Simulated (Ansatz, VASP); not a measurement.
# One calculation of HfB2, two programs

```xyz
3
Lattice="3.0759 0.0000 0.0000 -1.5380 2.6638 0.0000 0.0000 0.0000 3.4090" Properties=species:S:1:pos:R:3 pbc="T T T"
Hf    0.0000    0.0000    0.0000
B     0.0000    1.7759    1.7045
B     1.5380    0.8879    1.7045
```

Change from the starting cell: volume scaled by 0.94.

Alike in both runs: task single point; functional PBEsol; k mesh 15 × 15 × 12; occupations fermi-dirac, width 0.03 eV; no spin polarisation.

|  | VASP | Ansatz |
| --- | --- | --- |
| version | VASP 6.6.1 | Ansatz 0.2.0 |
| potentials or method | VASP PAW PBE potentials, release 64 (Hf_pv, B), cutoff 520 eV | all-electron LAPW, scalar-relativistic |

Ansatz gave:

```
pressure (GPa)                                  : 12.8
largest component of the traceless stress (GPa) : 2.33
```

Q: What did VASP give for the same quantities?

A: Pressure (GPa): 12.9; largest component of the traceless stress (GPa): 2.03.

Ansatz ran all-electron here, so the differences hold the error of VASP's frozen core and of both bases.

Caveats: the PAW data sets were made with another functional, which shifts forces and pressure a little (VASP). Spin-orbit coupling is left out, which matters for the levels of Hf.
